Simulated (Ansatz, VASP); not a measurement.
## SnO2: VASP beside Ansatz

The input INCAR:

```
PREC = Accurate ; ENCUT = 520
EDIFF = 1E-6 ; ISMEAR = -1
SIGMA = 0.03 ; LREAL = F
LASPH = T ; NELM = 80
ALGO = Normal ; ISIF = 2
LWAVE = F ; LCHARG = F
GGA = PE ; NBANDS = 35
```

File KPOINTS:

```
Automatic mesh
0
Gamma
  4 4 6
```

POSCAR

```
SnO2
1.0
    4.7215059017      0.0000000000      0.0000000000
    0.0000000000      4.7215059017      0.0000000000
    0.0000000000      0.0000000000      3.1757430642
Sn O
2 4
Direct
    0.0000000000      0.0000000000      0.0000000000
    0.5000000000      0.5000000000      0.5000000000
    0.3056200000      0.3056200000      0.0000000000
    0.1943800000      0.8056200000      0.5000000000
    0.6943800000      0.6943800000      0.0000000000
    0.8056200000      0.1943800000      0.5000000000
```

Input for Ansatz:

```yaml
crystal:
  lattice:
    - [4.7215059017, 0.0, 0.0]
    - [0.0, 4.7215059017, 0.0]
    - [0.0, 0.0, 3.1757430642]
  atoms:
    - { symbol: Sn, position: [0.0, 0.0, 0.0] }
    - { symbol: Sn, position: [0.5, 0.5, 0.5] }
    - { symbol: O, position: [0.30562, 0.30562, 0.0] }
    - { symbol: O, position: [0.19438, 0.80562, 0.5] }
    - { symbol: O, position: [0.69438, 0.69438, 0.0] }
    - { symbol: O, position: [0.80562, 0.19438, 0.5] }
kpoints:
  mp_grid: { grid: [4, 4, 6] }
  band_path:
    path:
      - [0.0, 0.0, 0.0]
      - [0.0, 0.5, 0.0]
      - [0.5, 0.5, 0.0]
      - [0.0, 0.0, 0.0]
      - [0.0, 0.0, 0.5]
      - [0.0, 0.5, 0.5]
      - [0.5, 0.5, 0.5]
      - [0.0, 0.0, 0.5]
      - [0.0, 0.5, 0.0]
    npoints: 5
scf:
  occupations: { method: fermi_dirac, width: 0.03 }
hamiltonian:
  xc: pbe
  pseudopotentials: { kind: all_electron, lapw: { basis_error: 0.001 } }
output:
  forces: true
  stress: true
  eigenvalues: true
```

Change from the starting cell: volume scaled by 0.99.

Alike in both runs: task single point; functional PBE; k mesh 4 × 4 × 6; occupations fermi-dirac, width 0.03 eV; no spin polarisation.

|  | VASP | Ansatz |
| --- | --- | --- |
| version | VASP 6.6.1 | Ansatz 0.2.0 |
| potentials or method | VASP PAW PBE potentials, release 64 (Sn_d, O) | all-electron LAPW, scalar-relativistic |
| plane-wave cutoff (eV) | 520 | see its input |

|  | VASP | Ansatz | Ansatz less VASP |
| --- | --- | --- | --- |
| gap on the k mesh at the Fermi level (eV) | 1.36 | 1.37 | +0.013 |
| pressure (GPa) | 13.9 | 13.1 | -0.76 |
| largest component of the traceless stress (GPa) | 2.18 | 1.96 | -0.226 |
| rms of the force components (eV/Å) | 0.041 | 0.032 | -0.0090 |

Atom by atom the forces differ by 0.009 eV/Å (rms over components). Ansatz ran all-electron here, so the differences hold the error of VASP's frozen core and of both bases.

Caveats: spin-orbit coupling is left out, which moves the levels of the heavy elements.
